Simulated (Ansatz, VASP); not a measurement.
One calculation of Ni, two programs

```
CELL_PARAMETERS angstrom
-2.22544 2.22544 1.21241
2.22544 -2.22544 1.21241
2.22544 2.22544 -1.21241
ATOMIC_POSITIONS crystal
Ni 0.00000 0.00000 0.00000
Ni 0.75000 0.25000 0.50000
```

Alike in both runs: functional PBE; k mesh 8 × 8 × 8; occupations gaussian, width 0.1 eV; collinear spin.

Ansatz relaxed the structure, and its values are those at the end. VASP's run is a single point on that final structure, the one shown.

|  | VASP | Ansatz |
| --- | --- | --- |
| version | VASP 6.6.1 | Ansatz 0.2.0 |
| potentials or method | VASP PAW PBE potentials, release 64 (Ni) | scalar-relativistic, plane waves, PAW |
| plane-wave cutoff (eV) | 520 | 420 |
| valence electrons in the cell | 20 | 36 |

VASP gave:

```
gap on the k mesh at the Fermi level (eV)                     : none
pressure (GPa)                                                : -0.1
net moment per atom (μB)                                      : 0.67
size of the moment on the site where the two differ most (μB) : 0.68
```

Task: Estimate Ansatz's values.

Result: gap on the k mesh at the Fermi level (eV): none; pressure (GPa): 0.1; net moment per atom (μB): 0.69; size of the moment on the site where the two differ most (μB): 0.72.

Site moments also hang on the region over which each program counts them. A gap of «none» marks a metal or a gap that the smearing closes. The two sets of potentials don't hold the same shells in valence.

Caveats: the k mesh is coarse (spacing up to 0.37 Å⁻¹), so the values aren't converged.
